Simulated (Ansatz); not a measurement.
Write the native input for Ansatz 0.2.0 that does the following.

```
Task                : relaxation of cell and atoms
Functional          : rPW86-PBE
Dispersion          : rVV10
Potentials or basis : all-electron PAW datasets made for the crystal
k mesh              : 7 × 7 × 7
Occupations         : fermi-dirac, width 0.1 eV
Spin                : no spin polarisation
```

Sn:

```xyz
2
Lattice="0.0000 3.2333 3.2333 3.2333 0.0000 3.2333 3.2333 3.2333 0.0000" Properties=species:S:1:pos:R:3 pbc="T T T"
Sn    4.8500    4.8500    4.8500
Sn    3.2333    3.2333    3.2333
```

This isn't the form of Sn at room conditions, which is tetragonal (white tin).

The input as run:

input.yaml

```yaml
crystal:
  lattice:
    - [0.0, 3.2333428, 3.2333428]
    - [3.2333428, 0.0, 3.2333428]
    - [3.2333428, 3.2333428, 0.0]
  atoms:
    - { symbol: Sn, position: [0.75, 0.75, 0.75] }
    - { symbol: Sn, position: [0.5, 0.5, 0.5] }
kpoints:
  mp_grid: { grid: [7, 7, 7] }
scf:
  occupations: { method: fermi_dirac, width: 0.1 }
hamiltonian:
  xc: { exchange: rpw86, correlation: pbe }
  dispersion: rvv10
  pseudopotentials: { kind: all_electron, datasets: crystal }
output:
  forces: true
  stress: true
relax:
  f_tol: 0.005
  max_steps: 60
  cell: {}
```

Potentials or basis: all-electron PAW datasets made for the crystal.

Run with:

```console
$ ansatz run input.yaml --threads 1 --pin off --max-ram 2560MiB --backend cpu --events-out ev --progress --plain --runs-dir out
```

Results of the run:

- Relaxed volume: 37.41 Å³/atom
- Relaxed cell: a = 4.730 Å, b = 4.730 Å, c = 4.730 Å, α = 60.00°, β = 60.00°, γ = 60.00°
- Space group after relaxing (to 0.05 Å): Fd-3m (No. 227)
- Energy gained by relaxing: 46.5 meV/atom
- Ionic steps: 5
- Pressure after relaxing: 0.0 GPa

Caveat: the volume moved by +11 % from the deposited cell, more than functionals usually miss.

Run time: 15 s on 1 thread of Arm Neoverse V1, with other jobs on the host, peak memory 0.35 GiB.
